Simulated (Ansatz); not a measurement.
Cell and atoms are relaxed with the symmetry kept. Start:

Space group Im-3m (No. 229). a = 3.138 Å, b = 3.138 Å, c = 3.138 Å, α = 90.00°, β = 90.00°, γ = 90.00°
```json
{"atom": "Zn", "site": "2a", "symmetry": "m-3m", "x": "0.0000", "y": "0.0000", "z": "0.0000"}
```

These are results of DFT PBE, scalar-relativistic, plane waves, PAW in Ansatz 0.2.0, not measurements.

Plane waves to 420 eV, a k mesh through Γ of 18×18×18 on the computed 1-atom cell and Gaussian smearing (0.10 eV); no spin polarisation.

What does it relax to?

The volume drops by 0.09 Å³/atom to 15.36 Å³/atom, and the energy falls by 0.1 meV/atom. Final structure:
```yaml
crystal:
  lattice:
    - [-1.56600, 1.56600, 1.56600]
    - [1.56600, -1.56600, 1.56600]
    - [1.56600, 1.56600, -1.56600]
  atoms:
    - { symbol: Zn, position: [0.00000, 0.00000, 0.00000] }
```

This bcc form isn't the element's structure at ambient conditions.

Cost: 1 run of about 0.14 core-minutes, on Intel Xeon Platinum 8488C (Sapphire Rapids) (shared hosts).